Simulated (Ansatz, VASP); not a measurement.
**Au: VASP beside Ansatz**

INCAR

```
  ALGO = Fast
  EDIFF = 1E-7
  ENCUT = 520
  GGA = PS
  ISIF = 2
  ISMEAR = 0
  LASPH = T
  LCHARG = F
  LREAL = F
  LWAVE = F
  NBANDS = 12
  NELM = 80
  PREC = Accurate
  SIGMA = 0.15
```

File KPOINTS:

```
k-points
0
Gamma
  22 22 22
```

Contents of POSCAR:

```
Au
1.0
    0.0000000000      2.0455000000      2.0455000000
    2.0455000000      0.0000000000      2.0455000000
    2.0455000000      2.0455000000      0.0000000000
Au
1
Direct
    0.0000000000      0.0000000000      0.0000000000
```

Input for Ansatz:

```yaml
crystal:
  lattice:
    - [0.0, 2.0455, 2.0455]
    - [2.0455, 0.0, 2.0455]
    - [2.0455, 2.0455, 0.0]
  atoms:
    - { symbol: Au, position: [0.0, 0.0, 0.0] }
basis:
  ecutwfc: 420
kpoints:
  mp_grid: { grid: [22, 22, 22] }
hamiltonian:
  xc: pbesol
scf:
  occupations: { method: gaussian, width: 0.15 }
output:
  forces: true
  stress: true
  eigenvalues: true
```

Alike in both runs: task single point; functional PBEsol; k mesh 22 × 22 × 22; occupations gaussian, width 0.15 eV; no spin polarisation.

```csv
,VASP,Ansatz
version,VASP 6.6.1,Ansatz 0.2.0
potentials or method,"VASP PAW PBE potentials, release 64 (Au)","scalar-relativistic, plane waves, PAW"
plane-wave cutoff (eV),520,420
valence electrons in the cell,11,19
```

Ansatz gave:

| Property | Result |
| --- | --- |
| gap on the k mesh at the Fermi level (eV) | none |
| pressure (GPa) | -1.0 |

Problem. Which values does VASP return?

Solution. gap on the k mesh at the Fermi level (eV): none; pressure (GPa): -1.3.

A gap of «none» marks a metal or a gap that the smearing closes. With one functional, cell and mesh, what is left measures potentials, basis and numerics. The two sets of potentials don't hold the same shells in valence.

Caveats: the PAW data sets were made with another functional, which shifts forces and pressure a little (VASP). Spin-orbit coupling is left out, which matters for the levels of Au.
